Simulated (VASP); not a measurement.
A run of VASP 6.6.1:

INCAR

```
SYSTEM = CdSe
PREC = Accurate
ENCUT = 600
EDIFF = 1E-7
ISMEAR = 0
SIGMA = 0.03
LREAL = .FALSE.
LASPH = .TRUE.
NELM = 80
ALGO = Normal
ISIF = 3
LWAVE = .FALSE.
LCHARG = .FALSE.
GGA = PS
IBRION = 2
NSW = 90
EDIFFG = -0.005
```

KPOINTS

```
regular mesh
0
G
  8 8 8
  0 0 0
```

File POSCAR:

```
CdSe                                    
1.0
    0.0000000000      3.0462071948      3.0462071948
    3.0462071948      0.0000000000      3.0462071948
    3.0462071948      3.0462071948      0.0000000000
  Cd              Se            
     1     1
Direct
     0.0000000000000000    0.0000000000000000    0.0000000000000000
     0.2500000000000000    0.2500000000000000    0.2500000000000000
```

Potentials or basis: VASP PAW PBE potentials, release 64 (Cd, Se).

Run with:

```console
$ cat potpaw_PBE.64/Cd/POTCAR potpaw_PBE.64/Se/POTCAR > POTCAR
$ mpirun -np 1 vasp_std > vasp.out
```

Hardware: 1 thread of Intel(R) Xeon(R) 6975P-C (Granite Rapids) (shared host).

Estimate the wall time of this run.

Wall time 11 s on 1 thread of Intel(R) Xeon(R) 6975P-C (Granite Rapids) (shared host), peak memory 0.21 GiB. Counts: scf iterations 15, k points 29, ion steps 1.
